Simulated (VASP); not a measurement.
# Cu (Fm-3m) in VASP: a series of runs, part 2 of 2

VASP 6.6.1. The steps go on from the part before.

**4. Single point, PBE (a relaxed cell with its volume scaled by 1.03)**

INCAR reads:

```
ALGO     = Normal         # electronic algorithm
EDIFF    = 1E-7           # SCF threshold, eV
ENCUT    = 520            # plane-wave cutoff, eV
GGA      = PE             # functional
ISIF     = 2              # what is computed and relaxed
ISMEAR   = 0              # smearing method
LASPH    = True           # aspherical terms in the spheres
LCHARG   = False          # write CHGCAR
LREAL    = False          # projectors in reciprocal space
LWAVE    = False          # write WAVECAR
NBANDS   = 12             # bands
NELM     = 60             # most SCF steps
PREC     = Accurate       # precision mode
SIGMA    = 0.1            # smearing width, eV
```

KPOINTS reads:

```
k-points
0
Gamma
  20 20 20
```

POSCAR reads:

```
Cu                                      
1.0
    0.0000000000      1.8353146228      1.8353146228
    1.8353146228      0.0000000000      1.8353146228
    1.8353146228      1.8353146228     -0.0000000000
  Cu            
     1
Direct
     1.0000000000000000    1.0000000000000000    0.0000000000000000
```

Potentials or basis: VASP PAW PBE potentials, release 64 (Cu).

Command:

```sh
cat potpaw_PBE.64/Cu/POTCAR > POTCAR
mpirun -np 1 vasp_std > vasp.out
```

OUTCAR:

```text
EDIFF = 1E-7
   ENCUT = 520
   GGA = PE
   ISIF = 2
   ISMEAR = 0
   LASPH = True
   LREAL = False
   NELM = 60
   PREC = Accurate

 ion  position               nearest neighbor table
   1  0.000  0.000  0.000-

  LATTYP: Found a face centered cubic cell.
 ALAT       =     3.6706292456

  Lattice vectors:

 A1 = (   0.0000000000,   1.8353146228,   1.8353146228)
 A2 = (   1.8353146228,   0.0000000000,   1.8353146228)
 A3 = (   1.8353146228,   1.8353146228,   0.0000000000)

Analysis of symmetry for initial positions (statically):
=====================================================================
 Subroutine PRICEL returns:
 Original cell was already a primitive cell.

 Routine SETGRP: Setting up the symmetry group for a
 face centered cubic supercell.

 Subroutine GETGRP returns: Found 48 space group operations
 (whereof 48 operations were pure point group operations)
 out of a pool of 48 trial point group operations.

The static configuration has the point symmetry O_h .

Analysis of symmetry for dynamics (positions and initial velocities):
=====================================================================
 Subroutine PRICEL returns:
 Original cell was already a primitive cell.

 Routine SETGRP: Setting up the symmetry group for a
 face centered cubic supercell.

 Subroutine GETGRP returns: Found 48 space group operations
 (whereof 48 operations were pure point group operations)
 out of a pool of 48 trial point group operations.

The dynamic configuration has the point symmetry O_h .

 Subroutine INISYM returns: Found 48 space group operations
 (whereof 48 operations are pure point group operations),
 and found     1 'primitive' translations

----------------------------------------------------------------------------------------

                                     Primitive cell

  volume of cell :      12.3641

  direct lattice vectors                    reciprocal lattice vectors
[... 113 lines left out ...]
   IVDW    =     0    specifies the selected vdW correction
   LEPSILON=     F    determine dielectric tensor
   LRPA    =     F    only Hartree local field effects (RPA)
 non-spin polarized calculation
 Gauss-broadening in eV      SIGMA  =   0.10
  energy-cutoff  :      520.00
  volume of cell :       12.36
 maximum number of plane-waves:       343
   NGX =  9   NGY =  9   NGZ =  9

 number of electron      10.9999988 magnetization

 Free energy of the ion-electron system (eV)
  ---------------------------------------------------
  ext. energy  EPLUGINS =         0.00000000
  ---------------------------------------------------
  free energy    TOTEN  =        -3.72527209 eV

  energy without entropy =       -3.72389649  energy(sigma->0) =       -3.72458429

 E-fermi :   7.0064     XC(G=0): -12.4618

 val. band max:        6.9957587398   @ k =  -0.4500   0.1000   0.0500
 cond. band min:       7.0362276368   @ k =   0.5000   0.3500   0.1500
 fundamental gap:      0.0404688970
 Fermi energy:         7.0064267878

 k-point     1 :       0.0000    0.0000    0.0000
  band No.  band energies     occupation
      1      -1.9766      2.00000
      2       4.1429      2.00000
      3       4.1429      2.00000
      4       4.1429      2.00000
      5       4.9083      2.00000
      6       4.9083      2.00000
      7      29.2571      0.00000
      8      31.5493      0.00000
      9      31.5493      0.00000
     10      31.5493      0.00000
     11      34.0139      0.00000
     12      34.0139      0.00000
[... 331 lines left out ...]
 k-point    24 :      -0.3500    0.0500    0.0000
  band No.  band energies     occupation
      1       1.7448      2.00000
      2       4.1686      2.00000
      3       4.2055      2.00000
      4       4.3491      2.00000
      5       5.2034      2.00000
      6       5.4716      2.00000
      7      14.0478      0.00000
      8      26.2962      0.00000
      9      28.7223      0.00000
     10      29.4418      0.00000
     11      31.8492      0.00000
     12      33.5143      0.00000

 [... further k-points ...]

------------------------ aborting loop because EDIFF is reached ----------------------------------------

  FORCE on cell =-STRESS in cart. coord.  units (eV):
  Direction    XX          YY          ZZ          XY          YZ          ZX
  --------------------------------------------------------------------------------------
  -------------------------------------------------------------------------------------
  Total       -0.2931566     -0.2931566     -0.2931566     -0.0000000      0.0000000      0.0000000
  in kB      -37.9881922    -37.9881922    -37.9881922     -0.0000000      0.0000000      0.0000000
  external PRESSURE =     -37.9881922 kB  Pullay stress =       0.0000000 kB

 VOLUME and BASIS-vectors are now :
 -----------------------------------------------------------------------------
  energy-cutoff  :      520.00
  volume of cell :       12.36
      direct lattice vectors                 reciprocal lattice vectors
     0.000000000  1.835314623  1.835314623    -0.272432854  0.272432854  0.272432854
     1.835314623  0.000000000  1.835314623     0.272432854 -0.272432854  0.272432854
     1.835314623  1.835314623  0.000000000     0.272432854  0.272432854 -0.272432854

 POSITION                                       TOTAL-FORCE (eV/Angst)
 -----------------------------------------------------------------------------------
      0.00000      0.00000      0.00000         0.000000     -0.000000     -0.000000
 -----------------------------------------------------------------------------------
    total drift:                                0.000000      0.000000      0.000000

  FREE ENERGIE OF THE ION-ELECTRON SYSTEM (eV)
  ---------------------------------------------------
  free  energy   TOTEN  =        -3.7252720871 eV

  energy  without entropy=       -3.7238964908  energy(sigma->0) =       -3.72458429
```

stdout:

```text
POSCAR found type information on POSCAR Cu
 POSCAR found :  1 types and       1 ions
 scaLAPACK will be used
 LDA part: xc-table for (Slater+PW92), standard interpolation
 POSCAR, INCAR and KPOINTS ok, starting setup
 FFT: planning ... GRIDC
 FFT: planning ... GRID_SOFT
 FFT: planning ... GRID
 WAVECAR not read
 entering main loop
```

Run time: 18 s. Hardware: 1 thread of Intel Xeon 6975P-C (Granite Rapids), shared host; peak memory 0.15 GiB.

What came out:

- Free energy: -3.7253 eV
- Pressure: -3.8 GPa
- Band gap on the k mesh: none (metal or under the smearing width)

Levels at points of the mesh, in eV from the Fermi level:
| k point | band 3 | band 4 | band 5 | band 6 | band 7 | band 8 | band 9 | band 10 |
| --- | --- | --- | --- | --- | --- | --- | --- | --- |
| (0.00, 0.00, 0.00) | -2.86 | -2.86 | -2.10 | -2.10 | 22.25 | 24.54 | 24.54 | 24.54 |
| (0.50, 0.00, 0.00) | -2.89 | -1.57 | -1.57 | -0.85 | 3.56 | 20.77 | 21.39 | 21.39 |
| (0.50, 0.50, 0.00) | -1.59 | -1.43 | -1.43 | 1.56 | 6.82 | 12.76 | 12.76 | 17.14 |

**5. Single point, PBE (a relaxed cell with its volume scaled by 0.94)**

INCAR is that of step 4.

KPOINTS is that of step 4.

POSCAR reads:

```
Cu                                      
1.0
    0.0000000000      1.7802216068      1.7802216068
    1.7802216068      0.0000000000      1.7802216068
    1.7802216068      1.7802216068     -0.0000000000
  Cu            
     1
Direct
     1.0000000000000000    1.0000000000000000    0.0000000000000000
```

Potentials or basis: VASP PAW PBE potentials, release 64 (Cu).

Command:

```sh
cat potpaw_PBE.64/Cu/POTCAR > POTCAR
mpirun -np 1 vasp_std > vasp.out
```

OUTCAR:

```text
EDIFF = 1E-7
   ENCUT = 520
   GGA = PE
   ISIF = 2
   ISMEAR = 0
   LASPH = True
   LREAL = False
   NELM = 60
   PREC = Accurate

 ion  position               nearest neighbor table
   1  0.000  0.000  0.000-

  LATTYP: Found a face centered cubic cell.
 ALAT       =     3.5604432136

  Lattice vectors:

 A1 = (   0.0000000000,   1.7802216068,   1.7802216068)
 A2 = (   1.7802216068,   0.0000000000,   1.7802216068)
 A3 = (   1.7802216068,   1.7802216068,   0.0000000000)

[... 538 lines left out ...]
     12      36.1098      0.00000

 [... further k-points ...]

------------------------ aborting loop because EDIFF is reached ----------------------------------------

  FORCE on cell =-STRESS in cart. coord.  units (eV):
  Direction    XX          YY          ZZ          XY          YZ          ZX
  --------------------------------------------------------------------------------------
  -------------------------------------------------------------------------------------
  Total        0.7005973      0.7005973      0.7005973      0.0000000      0.0000000      0.0000000
  in kB       99.4779513     99.4779513     99.4779513      0.0000000      0.0000000      0.0000000
  external PRESSURE =      99.4779513 kB  Pullay stress =       0.0000000 kB

 VOLUME and BASIS-vectors are now :
 -----------------------------------------------------------------------------
  energy-cutoff  :      520.00
  volume of cell :       11.28
      direct lattice vectors                 reciprocal lattice vectors
     0.000000000  1.780221607  1.780221607    -0.280863909  0.280863909  0.280863909
     1.780221607  0.000000000  1.780221607     0.280863909 -0.280863909  0.280863909
     1.780221607  1.780221607  0.000000000     0.280863909  0.280863909 -0.280863909

 POSITION                                       TOTAL-FORCE (eV/Angst)
 -----------------------------------------------------------------------------------
      0.00000      0.00000      0.00000         0.000000      0.000000      0.000000
 -----------------------------------------------------------------------------------
    total drift:                                0.000000      0.000000      0.000000

  FREE ENERGIE OF THE ION-ELECTRON SYSTEM (eV)
  ---------------------------------------------------
  free  energy   TOTEN  =        -3.7081285017 eV

  energy  without entropy=       -3.7068646671  energy(sigma->0) =       -3.70749658
```

stdout:

```text
POSCAR found type information on POSCAR Cu
 POSCAR found :  1 types and       1 ions
 scaLAPACK will be used
 LDA part: xc-table for (Slater+PW92), standard interpolation
 POSCAR, INCAR and KPOINTS ok, starting setup
 FFT: planning ... GRIDC
 FFT: planning ... GRID_SOFT
 FFT: planning ... GRID
 WAVECAR not read
 entering main loop
```

It took 18 s on 1 thread of Intel Xeon 6975P-C (Granite Rapids), shared host; peak memory 0.15 GiB.

What came out:

```yaml
Free_energy: -3.7081 eV
Pressure: 9.9 GPa
Band_gap_on_the_k_mesh: none (metal or under the smearing width)
```

Levels at points of the mesh, in eV from the Fermi level:
```
           k point  band 2  band 3  band 4  band 5  band 6  band 7  band 8  band 9  band 10  band 11
(0.00, 0.00, 0.00)   -3.15   -3.15   -3.15   -2.27   -2.27   22.98   25.98   25.98    25.98    28.52
(0.50, 0.00, 0.00)   -3.18   -3.18   -1.66   -1.66   -1.12    4.02   21.45   22.81    22.81    25.76
(0.50, 0.50, 0.00)   -4.64   -1.68   -1.50   -1.50    1.49    7.46   13.46   13.46    18.07    21.05
```

**6. Summary**

```csv
cell,gap on the mesh (eV),pressure (GPa)
as given,none,0.0
a relaxed cell with its volume scaled by 0.97,none,4.5
a relaxed cell with its volume scaled by 1.03,none,-3.8
a relaxed cell with its volume scaled by 0.94,none,9.9
```

Alike in all rows: task single point; level PBE; potentials or basis VASP PAW PBE potentials, release 64 (Cu); no spin polarisation; k mesh 20 × 20 × 20; cutoff (eV) 520; smearing gaussian 0.1 eV.

Absolute energies hang on the potentials; compare differences alone.
